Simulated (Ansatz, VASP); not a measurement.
W: VASP beside Ansatz

```xyz
1
Lattice="-1.5679 1.5679 1.5679 1.5679 -1.5679 1.5679 1.5679 1.5679 -1.5679" Properties=species:S:1:pos:R:3 pbc="T T T"
W     0.0000    0.0000    0.0000
```

Alike in both runs: functional LDA; k mesh 18 × 18 × 18; occupations gaussian, width 0.1 eV; no spin polarisation.

Ansatz relaxed the structure, and its values are those at the end. VASP's run is a single point on that final structure, the one shown.

|  | VASP | Ansatz |
| --- | --- | --- |
| version | VASP 6.6.1 | Ansatz 0.2.0 |
| potentials or method | VASP PAW LDA potentials, release 64 (W_sv) | scalar-relativistic, plane waves, PAW |
| plane-wave cutoff (eV) | 520 | 420 |
| valence electrons in the cell | 14 | 14 |

```tsv
	VASP	Ansatz	Ansatz less VASP
gap on the k mesh at the Fermi level (eV)	none	none	-
pressure (GPa)	2.0	0.0	-1.96
```

A gap of «none» marks a metal or a gap that the smearing closes.

The runs have no spin-orbit coupling, so splittings on W are missing.
